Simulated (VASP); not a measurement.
# MnS (Fm-3m) in VASP: further runs, part 2 of 2

VASP 6.6.1. Earlier steps stand in the parts before.

## 3. Single point, PBE+U, collinear spin, antiferromagnetic start

This run uses another cell than the first one: it holds 4 atoms, not 2.

INCAR reads:

```
SYSTEM = MnS
PREC = Accurate
ENCUT = 520
EDIFF = 1E-6
ISMEAR = 0
SIGMA = 0.05
LREAL = .FALSE.
LASPH = .TRUE.
NELM = 150
ALGO = Fast
ISIF = 2
LWAVE = .FALSE.
LCHARG = .FALSE.
ISPIN = 2
MAGMOM = 4 -4 0 0
LORBIT = 11
LMAXMIX = 4
LDAU = .TRUE.
LDAUTYPE = 2
LDAUL = 2 -1
LDAUU = 3 0
LDAUJ = 0 0
LDAUPRINT = 1
GGA = PE
NBANDS = 31
```

KPOINTS reads:

```
regular mesh
0
G
  6 6 6
  0 0 0
```

POSCAR reads:

```
MnS
1.0
    2.6122498900      2.6122498900      5.2244997800
    2.6122498900     -2.6122498900      0.0000000000
    2.6122498900      2.6122498900      0.0000000000
Mn S
2 2
Direct
    0.0000000000      0.0000000000      0.0000000000
    0.5000000000      0.5000000000      0.0000000000
    0.5000000000      0.0000000000      0.5000000000
    0.0000000000      0.5000000000      0.5000000000
```

Potentials or basis: VASP PAW PBE potentials, release 64 (Mn_pv, S).

The run is started by

```bash
> cat potpaw_PBE.64/Mn_pv/POTCAR potpaw_PBE.64/S/POTCAR > POTCAR
> mpirun -np 1 vasp_std > vasp.out
```

OUTCAR:

```text
SYSTEM = MnS
   PREC = Accurate
   ENCUT = 520
   EDIFF = 1E-6
   ISMEAR = 0
   LREAL = .FALSE.
   LASPH = .TRUE.
   NELM = 150
   ISIF = 2
   ISPIN = 2
   LORBIT = 11
   GGA = PE

 ion  position               nearest neighbor table
   1  0.000  0.000  0.000-   4 2.61   3 2.61   4 2.61   4 2.61   4 2.61   3 2.61
   2  0.500  0.500  0.000-   3 2.61   3 2.61   4 2.61   3 2.61   3 2.61   4 2.61
   3  0.500  0.000  0.500-   2 2.61   1 2.61   2 2.61   2 2.61   2 2.61   1 2.61
   4  0.000  0.500  0.500-   1 2.61   1 2.61   2 2.61   1 2.61   1 2.61   2 2.61

  LATTYP: Found a simple tetragonal cell.
 ALAT       =     3.6942792227
 C/A-ratio  =     1.4142135624

  Lattice vectors:

 A1 = (   2.6122498900,  -2.6122498900,   0.0000000000)
 A2 = (   2.6122498900,   2.6122498900,   0.0000000000)
 A3 = (   0.0000000000,   0.0000000000,   5.2244997800)

Analysis of symmetry for initial positions (statically):
=====================================================================
 Subroutine PRICEL returns following result:

  LATTYP: Found a face centered cubic cell.
 ALAT       =     5.2244997800
[... 12 lines left out ...]
 Subroutine GETGRP returns: Found 16 space group operations
 (whereof 16 operations were pure point group operations)
 out of a pool of 16 trial point group operations.

The static configuration has the point symmetry D_4h.

Analysis of symmetry for dynamics (positions and initial velocities):
=====================================================================
 Subroutine PRICEL returns following result:

  LATTYP: Found a face centered cubic cell.
 ALAT       =     5.2244997800
[... 12 lines left out ...]
 Subroutine GETGRP returns: Found 16 space group operations
 (whereof 16 operations were pure point group operations)
 out of a pool of 16 trial point group operations.

The dynamic configuration has the point symmetry D_4h.

Analysis of structural, dynamic, and magnetic symmetry:
=====================================================================
 Subroutine PRICEL returns following result:

  LATTYP: Found a face centered cubic cell.
 ALAT       =     5.2244997800
[... 12 lines left out ...]
 Subroutine GETGRP returns: Found 16 space group operations
 (whereof 16 operations were pure point group operations)
 out of a pool of 16 trial point group operations.

The overall configuration has the point symmetry D_4h.

 Subroutine INISYM returns: Found 16 space group operations
 (whereof 16 operations are pure point group operations),
 and found     2 'primitive' translations

----------------------------------------------------------------------------------------

                                     Primitive cell

  volume of cell :      35.6512

  direct lattice vectors                    reciprocal lattice vectors
     2.612249890  0.000000000  2.612249890     0.191405884 -0.191405884  0.191405884
     2.612249890  2.612249890  0.000000000     0.191405884  0.191405884 -0.191405884
     0.000000000  2.612249890  2.612249890    -0.191405884  0.191405884  0.191405884

  length of vectors
     3.694279223  3.694279223  3.694279223     0.331524716  0.331524716  0.331524716

  position of ions in fractional coordinates (direct lattice)
[... 156 lines left out ...]

atom =   2  type =  1  l = 2

 onsite density matrix

spin component  1

  0.0169 -0.0000 -0.0000 -0.0000 -0.0000
 -0.0000  0.0189  0.0000 -0.0000 -0.0000
 -0.0000  0.0000  0.0830 -0.0000 -0.0000
 -0.0000 -0.0000 -0.0000  0.0189 -0.0000
 -0.0000 -0.0000 -0.0000 -0.0000  0.0862

spin component  2

  0.9301  0.0000  0.0000  0.0000  0.0000
  0.0000  0.9275 -0.0000  0.0000  0.0000
  0.0000 -0.0000  0.9502  0.0000 -0.0000
  0.0000  0.0000  0.0000  0.9275  0.0000
  0.0000  0.0000 -0.0000  0.0000  0.9505

 occupancies and eigenvectors

  o =  0.0169  v =  1.0000  0.0000  0.0000  0.0000  0.0000  0.0000  0.0000  0.0000  0.0000  0.0000      0.0000  0.0000  0.0000  0.0000  0.0000  0.0000  0.0000  0.0000  0.0000  0.0000
  o =  0.0189  v =  0.0000  0.1509  0.0000 -0.9886 -0.0000  0.0000  0.0000  0.0000  0.0000  0.0000      0.0000  0.0000  0.0000  0.0000  0.0000  0.0000  0.0000  0.0000  0.0000  0.0000
  o =  0.0189  v =  0.0000 -0.9886  0.0000 -0.1509 -0.0000  0.0000  0.0000  0.0000  0.0000  0.0000      0.0000  0.0000  0.0000  0.0000  0.0000  0.0000  0.0000  0.0000  0.0000  0.0000
  o =  0.0830  v =  0.0000 -0.0000 -1.0000 -0.0000 -0.0000  0.0000  0.0000  0.0000  0.0000  0.0000      0.0000  0.0000  0.0000  0.0000  0.0000  0.0000  0.0000  0.0000  0.0000  0.0000
  o =  0.0862  v =  0.0000  0.0000 -0.0000 -0.0000  1.0000  0.0000  0.0000  0.0000  0.0000  0.0000      0.0000  0.0000  0.0000  0.0000  0.0000  0.0000  0.0000  0.0000  0.0000  0.0000
  o =  0.9275  v =  0.0000  0.0000  0.0000  0.0000  0.0000  0.0000 -0.4982  0.0000  0.8671 -0.0000      0.0000  0.0000  0.0000  0.0000  0.0000  0.0000  0.0000  0.0000  0.0000  0.0000
  o =  0.9275  v =  0.0000  0.0000  0.0000  0.0000  0.0000  0.0000  0.8671 -0.0000  0.4982 -0.0000      0.0000  0.0000  0.0000  0.0000  0.0000  0.0000  0.0000  0.0000  0.0000  0.0000
  o =  0.9301  v =  0.0000  0.0000  0.0000  0.0000  0.0000  1.0000  0.0000  0.0000  0.0000  0.0000      0.0000  0.0000  0.0000  0.0000  0.0000  0.0000  0.0000  0.0000  0.0000  0.0000
  o =  0.9502  v =  0.0000  0.0000  0.0000  0.0000  0.0000  0.0000  0.0000  1.0000 -0.0000 -0.0000      0.0000  0.0000  0.0000  0.0000  0.0000  0.0000  0.0000  0.0000  0.0000  0.0000
  o =  0.9505  v =  0.0000  0.0000  0.0000  0.0000  0.0000  0.0000 -0.0000 -0.0000 -0.0000 -1.0000      0.0000  0.0000  0.0000  0.0000  0.0000  0.0000  0.0000  0.0000  0.0000  0.0000

 number of electron      37.9999991 magnetization       0.0000000

 Free energy of the ion-electron system (eV)
  ---------------------------------------------------
  ext. energy  EPLUGINS =         0.00000000
  ---------------------------------------------------
  free energy    TOTEN  =       -26.42613683 eV

  energy without entropy =      -26.42613683  energy(sigma->0) =      -26.42613683

 E-fermi :   6.6987     XC(G=0): -10.5636

 val. band max:        6.4021861977   @ k =   0.5000   0.5000   0.0000
 cond. band min:       7.2750663949   @ k =   0.0000   0.0000   0.0000
 fundamental gap:      0.8728801971
 Fermi energy:         6.6987320492

 spin component 1

 k-point     1 :       0.0000    0.0000    0.0000
  band No.  band energies     occupation
      1     -44.3787      1.00000
      2     -44.3720      1.00000
      3     -44.3720      1.00000
      4     -39.5440      1.00000
      5     -39.5348      1.00000
      6     -39.5348      1.00000
[... 1625 lines left out ...]
     30      13.3675      0.00000
     31      14.3834      0.00000

 [... further k-points ...]
[... 5 lines left out ...]
  --------------------------------------------------------------------------------------
  -------------------------------------------------------------------------------------
  Total        0.8419880      0.8419880      0.8319457      0.0000000     -0.0000000      0.0000000
  in kB       18.9196175     18.9196175     18.6939652      0.0000000     -0.0000000      0.0000000
  external PRESSURE =      18.8444001 kB  Pullay stress =       0.0000000 kB

 VOLUME and BASIS-vectors are now :
 -----------------------------------------------------------------------------
  energy-cutoff  :      520.00
  volume of cell :       71.30
      direct lattice vectors                 reciprocal lattice vectors
     2.612249890  2.612249890  5.224499780     0.000000000  0.000000000  0.191405884
     2.612249890 -2.612249890  0.000000000     0.191405884 -0.191405884  0.000000000
     2.612249890  2.612249890  0.000000000     0.191405884  0.191405884 -0.191405884

 POSITION                                       TOTAL-FORCE (eV/Angst)
 -----------------------------------------------------------------------------------
      0.00000      0.00000      0.00000        -0.000000      0.000000     -0.000000
      2.61225      0.00000      2.61225        -0.000000      0.000000      0.000000
      2.61225      2.61225      2.61225         0.000000     -0.000000     -0.000000
      2.61225      0.00000      0.00000         0.000000     -0.000000     -0.000000
 -----------------------------------------------------------------------------------
    total drift:                                0.000000      0.000000      0.000000

  FREE ENERGIE OF THE ION-ELECTRON SYSTEM (eV)
  ---------------------------------------------------
  free  energy   TOTEN  =       -26.4261368277 eV

  energy  without entropy=      -26.4261368277  energy(sigma->0) =      -26.42613683

 total charge

# of ion       s       p       d       tot
------------------------------------------
    1        0.216   6.166   4.892  11.275
    2        0.216   6.166   4.892  11.275
    3        1.321   2.452   0.000   3.773
    4        1.321   2.452   0.000   3.773
--------------------------------------------------
tot          3.075  17.236   9.784  30.095

 magnetization (x)

# of ion       s       p       d       tot
------------------------------------------
    1        0.041   0.036   4.452   4.529
    2       -0.041  -0.036  -4.452  -4.529
    3       -0.007  -0.025   0.000  -0.032
    4        0.007   0.025   0.000   0.032
--------------------------------------------------
tot          0.000   0.000   0.000   0.000
```

OSZICAR:

```text
N       E                     dE             d eps       ncg     rms          rms(c)
DAV:   1     0.388583903710E+03    0.38858E+03   -0.20571E+04  5168   0.132E+03
DAV:   2     0.101884433177E+01   -0.38757E+03   -0.36885E+03  5128   0.384E+02
DAV:   3    -0.255507401164E+02   -0.26570E+02   -0.26139E+02  5815   0.108E+02
DAV:   4    -0.261212968217E+02   -0.57056E+00   -0.56941E+00  5727   0.160E+01
DAV:   5    -0.261317362765E+02   -0.10439E-01   -0.10437E-01  5924   0.236E+00    0.161E+01
RMM:   6    -0.259199273534E+02    0.21181E+00   -0.13512E+01  5382   0.214E+01    0.173E+01
RMM:   7    -0.264031184768E+02   -0.48319E+00   -0.10742E+00  5379   0.588E+00    0.100E+01
RMM:   8    -0.264195598691E+02   -0.16441E-01   -0.25592E-01  5794   0.325E+00    0.538E+00
RMM:   9    -0.264222425372E+02   -0.26827E-02   -0.75482E-02  5789   0.210E+00    0.861E-01
RMM:  10    -0.264247482812E+02   -0.25057E-02   -0.28672E-02  5905   0.109E+00    0.448E-01
RMM:  11    -0.264255283482E+02   -0.78007E-03   -0.54050E-03  5910   0.510E-01    0.206E-01
RMM:  12    -0.264259661614E+02   -0.43781E-03   -0.12526E-03  6352   0.245E-01    0.187E-01
RMM:  13    -0.264261247489E+02   -0.15859E-03   -0.34375E-04  5803   0.142E-01    0.806E-02
RMM:  14    -0.264261315316E+02   -0.67827E-05   -0.15379E-04  5977   0.765E-02    0.188E-02
RMM:  15    -0.264261353171E+02   -0.37855E-05   -0.35867E-05  6085   0.362E-02    0.127E-02
RMM:  16    -0.264261365316E+02   -0.12144E-05   -0.87319E-06  5339   0.172E-02    0.581E-03
RMM:  17    -0.264261368277E+02   -0.29615E-06   -0.19461E-06  3841   0.877E-03
   1 F= -.26426137E+02 E0= -.26426137E+02  d E =-.138142E-18  mag=     0.0000
```

Wall time 2.5 min (1 thread of Intel Xeon Platinum 8259CL at 2.50GHz (Skylake/Cascade Lake), shared host); peak memory 0.29 GiB.

Results:

- Free energy: -26.4261 eV
- Pressure: 1.9 GPa
- Band gap on the k mesh: 0.87 eV
- Net moment: 0.00 μB per cell
- Site moments: Mn +4.53, -4.53; S -0.03, +0.03 μB
- Valence electrons inside the program's atomic spheres: Mn 11.28; S 3.77

Eigenvalues of the final occupation matrices:
```csv
site,spin,trace,eigenvalues
site 1 d,1,4.69,0.93 0.93 0.93 0.95 0.95
site 1 d,2,0.22,0.02 0.02 0.02 0.08 0.09
site 2 d,1,0.22,0.02 0.02 0.02 0.08 0.09
site 2 d,2,4.69,0.93 0.93 0.93 0.95 0.95
```
